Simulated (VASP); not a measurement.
**KF: single point with PBE**

The system is KF.

```
CELL_PARAMETERS angstrom
0.00000 2.67214 2.67214
2.67214 0.00000 2.67214
2.67214 2.67214 0.00000
ATOMIC_POSITIONS crystal
K 0.00000 0.00000 0.00000
F 0.50000 0.50000 0.50000
```

The cell isn't the ideal one: strained and moved within the space group.

- Program: VASP 6.6.1
- Task: single point
- Functional: PBE
- Potentials or basis: VASP PAW PBE potentials, release 64 (K_sv, F)
- Cutoff: 520 eV
- k mesh: 8 × 8 × 8
- Occupations: gaussian, width 0.02 eV
- Spin: no spin polarisation

The pressure is 1.4 GPa. The band gap on the k mesh is 6.16 eV, direct.

Levels at points of the mesh, in eV from the valence-band top:
```csv
k point,band 4,band 5,band 6,band 7,band 8,band 9,band 10,band 11,band 12,band 13
"(0.00, 0.00, 0.00)",-9.39,-9.39,0.00,0.00,0.00,6.16,10.68,10.68,10.68,12.35
"(0.50, 0.00, 0.00)",-9.43,-9.43,-0.79,-0.35,-0.35,9.07,10.60,12.07,12.07,14.30
"(0.50, 0.50, 0.00)",-9.60,-9.60,-0.21,-0.06,-0.06,8.20,10.30,11.81,13.61,14.23
```

Wall time 12 s on 1 thread of AMD EPYC 9R45 96-Core Processor (Zen 5), with other jobs on the host, peak memory 0.13 GiB.

A k mesh can miss the band edges.
